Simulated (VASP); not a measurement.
# SnSe in VASP: dielectric tensor with r2SCAN

Aim: the dielectric tensor of SnSe with r2SCAN.

Everything below comes from runs of VASP 6.6.1. Logs are shortened: lines on timing, memory, paths and dates and some standing lists are left out, and cuts for length are marked.

## 1. The slab as given

The cell holds a slab with vacuum, 4 atoms: a = 4.234 Å, b = 4.234 Å, c = 11.004 Å, α = 90.00°, β = 90.00°, γ = 90.00°.

## 2. Dielectric tensor, r2SCAN

INCAR

```
ALGO = Normal ; EDIFF = 1E-8
ENCUT = 520 ; ISIF = 2
ISMEAR = 0 ; LASPH = T
LCALCEPS = T ; LCHARG = F
LMIXTAU = T ; LREAL = F
LWAVE = F ; METAGGA = R2SCAN
NELM = 80 ; PREC = Accurate
SIGMA = 0.02
```

KPOINTS

```
k-points
0
Gamma
  6 6 4
```

POSCAR

```
SnSe
1.0
    4.2336300000      0.0000000000      0.0000000000
    0.0000000000      4.2336300000      0.0000000000
    0.0000000000      0.0000000000     11.0038100000
Sn Se
2 2
Direct
    0.5000000000      0.0000000000      0.3783800000
    0.0000000000      0.5000000000      0.6216200000
    0.5000000000      0.0000000000      0.6232000000
    0.0000000000      0.5000000000      0.3768000000
```

Potentials or basis: VASP PAW PBE potentials, release 64 (Sn_d, Se).

Launch:

```sh
$ cat potpaw_PBE.64/Sn_d/POTCAR potpaw_PBE.64/Se/POTCAR > POTCAR
$ mpirun -np 1 vasp_std > vasp.out
```

OUTCAR:

```text
EDIFF = 1E-8
   ENCUT = 520
   ISIF = 2
   ISMEAR = 0
   LASPH = T
   LREAL = F
   METAGGA = R2SCAN
   NELM = 80
   PREC = Accurate

 ion  position               nearest neighbor table
   1  0.500  0.000  0.378-   3 2.69   4 2.99   4 2.99   4 2.99   4 2.99
   2  0.000  0.500  0.622-   4 2.69   3 2.99   3 2.99   3 2.99   3 2.99
   3  0.500  0.000  0.623-   1 2.69   2 2.99   2 2.99   2 2.99   2 2.99
   4  0.000  0.500  0.377-   2 2.69   1 2.99   1 2.99   1 2.99   1 2.99

  LATTYP: Found a simple tetragonal cell.
 ALAT       =     4.2336300000
 C/A-ratio  =     2.5991430522

  Lattice vectors:

 A1 = (   4.2336300000,   0.0000000000,   0.0000000000)
 A2 = (   0.0000000000,   4.2336300000,   0.0000000000)
 A3 = (   0.0000000000,   0.0000000000,  11.0038100000)

Analysis of symmetry for initial positions (statically):
=====================================================================
 Subroutine PRICEL returns:
 Original cell was already a primitive cell.

 Routine SETGRP: Setting up the symmetry group for a
 simple tetragonal supercell.

 Subroutine GETGRP returns: Found 16 space group operations
 (whereof  8 operations were pure point group operations)
 out of a pool of 16 trial point group operations.

The static configuration has the point symmetry D_2d.
 The point group associated with its full space group is D_4h.

Analysis of symmetry for dynamics (positions and initial velocities):
=====================================================================
 Subroutine PRICEL returns:
 Original cell was already a primitive cell.

 Routine SETGRP: Setting up the symmetry group for a
 simple tetragonal supercell.

 Subroutine GETGRP returns: Found 16 space group operations
 (whereof  8 operations were pure point group operations)
 out of a pool of 16 trial point group operations.

The dynamic configuration has the point symmetry D_2d.
 The point group associated with its full space group is D_4h.

 Subroutine INISYM returns: Found 16 space group operations
 (whereof  8 operations are pure point group operations),
 and found     1 'primitive' translations

----------------------------------------------------------------------------------------

                                     Primitive cell
[... 146 lines left out ...]
  free energy    TOTEN  =       -79.53695223 eV

  energy without entropy =      -79.53695223  energy(sigma->0) =      -79.53695223

 E-fermi :   0.8723     XC(G=0):  -6.2744

 val. band max:        0.7307154227   @ k =   0.3333   0.0000   0.5000
 cond. band min:   10000.0000000000   @ k =   0.0000   0.0000   0.0000
 fundamental gap:   9999.2692845773
 Fermi energy:         0.8722771955

 k-point     1 :       0.0000    0.0000    0.0000
  band No.  band energies     occupation
      1     -21.1596      2.00000
      2     -21.1560      2.00000
      3     -21.1560      2.00000
      4     -21.1337      2.00000
      5     -21.1292      2.00000
      6     -21.1103      2.00000
[... 637 lines left out ...]
     23   10000.0000      0.00000
     24   10000.0000      0.00000

 [... further k-points ...]

------------------------ aborting loop because EDIFF is reached ----------------------------------------

            Ionic dipole moment: p[ion]=(   -42.33630   -42.33630     0.00000 ) |e| Angst

 Total electronic dipole moment: p[elc]=(     0.00000    -0.00000     0.01067 ) |e| Angst

 MACROSCOPIC STATIC DIELECTRIC TENSOR (including local field effects)
 ------------------------------------------------------
          16.103977    -0.000000     0.000000
          -0.000000    16.103977     0.000000
           0.000000     0.000000     1.978977
 ------------------------------------------------------

 PIEZOELECTRIC TENSOR (including local field effects) (e Angst)
          XX          YY          ZZ          XY          YZ          ZX
  --------------------------------------------------------------------------------
  x     0.00000     0.00000     0.00000     0.00000     0.00000     0.00000
  y     0.00000     0.00000     0.00000     0.00000     0.00000     0.00000
  z     0.00000     0.00000     0.00000     0.00000     0.00000     0.00000

 PIEZOELECTRIC TENSOR (including local field effects) (C/m^2)
          XX          YY          ZZ          XY          YZ          ZX
  --------------------------------------------------------------------------------
  x     0.00000     0.00000     0.00000     0.00000     0.00000     0.00000
  y     0.00000     0.00000     0.00000     0.00000     0.00000     0.00000
  z     0.00000     0.00000     0.00000     0.00000     0.00000     0.00000

 BORN EFFECTIVE CHARGES (including local field effects) (in |e|, cummulative output)
 ---------------------------------------------------------------------------------
 ion    1
    1     5.74992     0.00000    -0.00000
    2     0.00000     5.74992     0.00000
    3     0.00000     0.00000     0.44162
 ion    2
    1     5.74992     0.00000     0.00000
    2     0.00000     5.74992     0.00000
    3     0.00000     0.00000     0.44162
 ion    3
    1    -5.74992     0.00000     0.00000
    2     0.00000    -5.74992     0.00000
    3     0.00000     0.00000    -0.44162
 ion    4
    1    -5.74992     0.00000     0.00000
    2     0.00000    -5.74992     0.00000
    3     0.00000     0.00000    -0.44162

  FORCE on cell =-STRESS in cart. coord.  units (eV):
  Direction    XX          YY          ZZ          XY          YZ          ZX
  --------------------------------------------------------------------------------------
  -------------------------------------------------------------------------------------
  Total        1.3862721      1.3862721      0.0482010      0.0000000      0.0000000     -0.0000000
  in kB       11.2613431     11.2613431      0.3915598      0.0000000      0.0000000     -0.0000000
  external PRESSURE =       7.6380820 kB  Pullay stress =       0.0000000 kB

 VOLUME and BASIS-vectors are now :
 -----------------------------------------------------------------------------
  energy-cutoff  :      520.00
  volume of cell :      197.23
      direct lattice vectors                 reciprocal lattice vectors
     4.233630000  0.000000000  0.000000000     0.236203920  0.000000000  0.000000000
     0.000000000  4.233630000  0.000000000     0.000000000  0.236203920  0.000000000
     0.000000000  0.000000000 11.003810000     0.000000000  0.000000000  0.090877614

 POSITION                                       TOTAL-FORCE (eV/Angst)
 -----------------------------------------------------------------------------------
      2.11681      0.00000      4.16362        -0.000000      0.000000     -0.129271
      0.00000      2.11681      6.84019         0.000000      0.000000      0.129271
      2.11681      0.00000      6.85757         0.000000     -0.000000     -0.095274
      0.00000      2.11681      4.14624         0.000000      0.000000      0.095274
 -----------------------------------------------------------------------------------
    total drift:                                0.000000      0.000000      0.000000

  FREE ENERGIE OF THE ION-ELECTRON SYSTEM (eV)
  ---------------------------------------------------
  free  energy   TOTEN  =       -79.5369522253 eV

  energy  without entropy=      -79.5369522253  energy(sigma->0) =      -79.53695223
```

stdout:

```text
POSCAR found type information on POSCAR SnSe
 POSCAR found :  2 types and       4 ions
 scaLAPACK will be used
 -----------------------------------------------------------------------------
[... 110 lines left out ...]

 final diagonalization occupied
 p_tot=( -0.423E+02 -0.423E+02  0.225E-12 )
 p_tot=( -0.423E+02 -0.423E+02  0.225E-12 )
dp_tot=(  0.000E+00  0.000E+00  0.000E+00 )  diag[e(oo)]=(    ---    1.00000    ---   )
 p_tot=( -0.423E+02 -0.423E+02  0.370E-10 )
dp_tot=(  0.923E-06  0.231E-01  0.368E-10 )  diag[e(oo)]=(    ---    3.11963    ---   )
 p_tot=( -0.423E+02 -0.423E+02  0.646E-10 )
dp_tot=(  0.412E-06  0.521E-01  0.644E-10 )  diag
```

It took 75 min on 1 thread of Intel Xeon 6975P-C (Granite Rapids), shared host; peak memory 1 GiB.

What came out:

| Item | Value |
| --- | --- |
| Band gap on the k mesh | 1.72 eV, indirect (least direct gap 1.73 eV) |
| Electronic dielectric tensor (diagonal) | 16.10, 16.10, 1.98 |
| Born charges (mean of the diagonal) | Sn +3.98; Se -3.98 e |

Electronic dielectric tensor:
```
16.10  0.00  0.00
 0.00 16.10  0.00
 0.00  0.00  1.98
```

Born effective charge tensors (e):
atom 1, Sn
```
5.75 0.00 0.00
0.00 5.75 0.00
0.00 0.00 0.44
```
atom 2, Sn
```
5.75 0.00 0.00
0.00 5.75 0.00
0.00 0.00 0.44
```
atom 3, Se
```
-5.75  0.00  0.00
 0.00 -5.75  0.00
 0.00  0.00 -0.44
```
atom 4, Se
```
-5.75  0.00  0.00
 0.00 -5.75  0.00
 0.00  0.00 -0.44
```

Dipole moments of the cell (e·Å, modulo the quantum): ionic -42.336, -42.336, 0.000; electronic 0.000, 0.000, 0.011

Caveat: the PAW data sets were made with another functional, which shifts forces and pressure a little; spin-orbit coupling is left out, which moves the levels of the heavy elements.
